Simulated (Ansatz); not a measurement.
Relaxed InN (wurtzite):

```
InN
1.0
    3.54750     0.00000     0.00000
   -1.77375     3.07222     0.00000
    0.00000     0.00000     5.72256
In N
2 2
Direct
  0.66667   0.33333   0.00226
  0.33333   0.66667   0.50226
  0.66667   0.33333   0.62294
  0.33333   0.66667   0.12294
```

In this cell atom 4 (N, nearest neighbour In at 2.161 Å; its periodic images, 3.5 Å or more away, move with it) is moved by u·(1.000, 0.000, 0.000) + v·(0.000, 1.000, 0.000); the rest is frozen.

These are r2SCAN (plane waves to 500 eV, PAW, scalar-relativistic; Ansatz, an electronic-structure program) values and carry that method's errors. k mesh 9×9×5 (Γ-centred), Fermi-Dirac smearing 0.05 eV. Compression counts positive. Points where atoms come too close for the PAW data are left out (x in tables, blank in figures). InN was relaxed with its symmetry unable to fall.

Changes of P (GPa) from the point u = 0.000 Å, v = 0.000 Å when one coordinate moves alone (two changes are said to add if the coupling is within 5 % of the smaller one, nearly so within 20 %):

| point | change |
|---|---|
| u = 0.000 Å, v = -0.540 Å | 5.12 |
| u = 0.000 Å, v = -0.360 Å | 2.88 |
| u = 0.000 Å, v = -0.180 Å | 0.90 |
| u = -0.540 Å, v = 0.000 Å | 11.43 |
| u = -0.360 Å, v = 0.000 Å | 4.73 |
| u = -0.180 Å, v = 0.000 Å | 1.13 |
| u = 0.180 Å, v = 0.000 Å | 1.13 |
| u = 0.360 Å, v = 0.000 Å | 4.73 |
| u = 0.540 Å, v = 0.000 Å | 11.43 |
| u = 0.000 Å, v = 0.180 Å | 1.36 |
| u = 0.000 Å, v = 0.360 Å | 6.63 |
| u = 0.000 Å, v = 0.540 Å | 18.27 |

Q: What is the change at u = -0.180 Å, v = 0.180 Å, where both move, and how far is it from the sum?

A: The sum of the single changes is 1.13 + (1.36) = 2.49; the calculation gives 1.83, so the coupling contributes -0.66 (over 20 % of the smaller single change, not additive).

Q: What is the change at u = -0.360 Å, v = -0.360 Å, where both move, and how far is it from the sum?

A: The sum of the single changes is 4.73 + (2.88) = 7.61; the calculation gives 13.98, so the coupling contributes 6.37 (over 20 % of the smaller single change, not additive).

Q: What is the change at u = -0.180 Å, v = 0.540 Å, where both move, and how far is it from the sum?

A: The sum of the single changes is 1.13 + (18.27) = 19.40; the calculation gives 17.39, so the coupling contributes -2.01 (over 20 % of the smaller single change, not additive).

(A displaced cell: forces are minus the slopes of the energy, force constants its curvatures, and phonons follow from these.)
